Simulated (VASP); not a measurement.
All values below come from PBE GGA, VASP's PBE PAW potentials (set 64) (plane waves; VASP 6.6.1).

VASP ran on this input.

### INCAR
```
SYSTEM = InN
PREC = Accurate
ENCUT = 520
EDIFF = 1E-6
NELM = 100
ALGO = Normal
LREAL = .FALSE.
LASPH = .FALSE.
ISMEAR = 0
SIGMA = 0.05
GGA = PE
LMAXMIX = 4
LWAVE = .FALSE.
LCHARG = .FALSE.
ISIF = 2
```

### KPOINTS
```
Automatic mesh
0
Gamma
8 8 8
0 0 0
```

**POSCAR**
```
InN
1
    0.0000000000     2.4900000000     2.4900000000
    2.4900000000     0.0000000000     2.4900000000
    2.4900000000     2.4900000000     0.0000000000
In N
1 1
Direct
  0.0000000000   0.0000000000   0.0000000000
  0.2500000000   0.2500000000   0.2500000000
```

POTCAR, in this order: In_d N (PBE.64 set). Program: vasp_std.

What VASP printed:

OSZICAR:
```
       N       E                     dE             d eps       ncg     rms          rms(c)
DAV:   1     0.134115158224E+03    0.13412E+03   -0.94823E+03   754   0.186E+03
DAV:   2    -0.630468501036E+00   -0.13475E+03   -0.12840E+03   829   0.389E+02
DAV:   3    -0.126055462584E+02   -0.11975E+02   -0.11814E+02   924   0.114E+02
DAV:   4    -0.129476135309E+02   -0.34207E+00   -0.34121E+00   850   0.206E+01
DAV:   5    -0.129603653771E+02   -0.12752E-01   -0.12751E-01   999   0.384E+00    0.102E+01
DAV:   6    -0.106950499195E+02    0.22653E+01   -0.82071E+00  1141   0.518E+01    0.563E+00
DAV:   7    -0.106760787965E+02    0.18971E-01   -0.57664E-01   785   0.959E+00    0.220E+00
DAV:   8    -0.106625637610E+02    0.13515E-01   -0.84519E-02   914   0.306E+00    0.613E-01
DAV:   9    -0.106590714751E+02    0.34923E-02   -0.84005E-03  1171   0.184E+00    0.199E-01
DAV:  10    -0.106594906276E+02   -0.41915E-03   -0.14430E-03   789   0.361E-01    0.798E-02
DAV:  11    -0.106595278721E+02   -0.37245E-04   -0.55745E-05   944   0.837E-02    0.214E-02
DAV:  12    -0.106595273143E+02    0.55786E-06   -0.26552E-05   884   0.484E-02    0.111E-02
DAV:  13    -0.106595268484E+02    0.46591E-06   -0.28880E-06   850   0.343E-02
   1 F= -.10659527E+02 E0= -.10659451E+02  d E =-.150731E-03
```

OUTCAR:
```
------------------------ aborting loop because EDIFF is reached ----------------------------------------
  FORCE on cell =-STRESS in cart. coord.  units (eV):
  Direction    XX          YY          ZZ          XY          YZ          ZX
  --------------------------------------------------------------------------------------
  Total        1.1098833      1.1098833      1.1098833      0.0000000      0.0000000     -0.0000000
  in kB       57.5916964     57.5916964     57.5916964      0.0000000      0.0000000     -0.0000000
  external PRESSURE =      57.5916964 kB  Pullay stress =       0.0000000 kB
  volume of cell :       30.88
      direct lattice vectors                 reciprocal lattice vectors
     0.000000000  2.490000000  2.490000000    -0.200803213  0.200803213  0.200803213
     2.490000000  0.000000000  2.490000000     0.200803213 -0.200803213  0.200803213
     2.490000000  2.490000000  0.000000000     0.200803213  0.200803213 -0.200803213
 POSITION                                       TOTAL-FORCE (eV/Angst)
 -----------------------------------------------------------------------------------
      0.00000      0.00000      0.00000        -0.000000     -0.000000     -0.000000
      1.24500      1.24500      1.24500         0.000000      0.000000      0.000000
 -----------------------------------------------------------------------------------
    total drift:                               -0.000000     -0.000000     -0.000000
  FREE ENERGIE OF THE ION-ELECTRON SYSTEM (eV)
  ---------------------------------------------------
  free  energy   TOTEN  =       -10.6595268484 eV

  energy  without entropy=      -10.6593761169  energy(sigma->0) =      -10.65945148
```
(Selected blocks of OUTCAR.)

OUTCAR:
```
 val. band max:        6.5821820396   @ k =   0.0000   0.0000   0.0000

 cond. band min:       7.6813874660   @ k =   0.1250   0.0000   0.0000


 Fermi energy:         6.5974151470

 k-point     1 :       0.0000    0.0000    0.0000
  band No.  band energies     occupation
      1      -8.0427      2.00000
      2      -6.8332      2.00000
      3      -6.8332      2.00000
      4      -6.8332      2.00000
      5      -6.4533      2.00000
      6      -6.4533      2.00000
      7       6.1928      2.00000
      8       6.5822      1.33344
      9       6.5822      1.33344
     10       6.5822      1.33343
     11      16.0518      0.00000
     12      16.0518      0.00000
     13      16.0518      0.00000

 k-point     2 :       0.1250    0.0000    0.0000
  band No.  band energies     occupation
      1      -8.0576      2.00000
      2      -6.8066      2.00000
      3      -6.8066      2.00000
      4      -6.6354      2.00000
      5      -6.4548      2.00000
      6      -6.4548      2.00000
      7       4.8672      2.00000
      8       6.4462      1.99998
      9       6.4462      1.99998
     10       7.6814      0.00000
     11      15.1247      0.00000
     12      16.2166      0.00000
     13      16.2166      0.00000

 k-point     3 :       0.2500    0.0000    0.0000
  band No.  band energies     occupation
      1      -8.1220      2.00000
      2      -6.7562      2.00000
      3      -6.7562      2.00000
      4      -6.4425      2.00000
      5      -6.4425      2.00000
      6      -6.0403      2.00000
      7       3.1313      2.00000
      8       6.1349      2.00000
      9       6.1349      2.00000
     10       8.7665      0.00000
     11      13.8592      0.00000
     12      16.3598      0.00000
     13      16.3598      0.00000

 k-point     4 :       0.3750    0.0000    0.0000
  band No.  band energies     occupation
      1      -8.2050      2.00000
      2      -6.7315      2.00000
      3      -6.7315      2.00000
...
```

Unless said otherwise, spin-orbit coupling is left out, though it shifts the bands of the heavy elements here.

The compound is InN in the zinc blende structure, a metastable form; wurtzite is the usual one. The cell was not relaxed at this level. The run is one of a series of settings (LASPH = .FALSE. against the base run), some of them coarse on purpose.
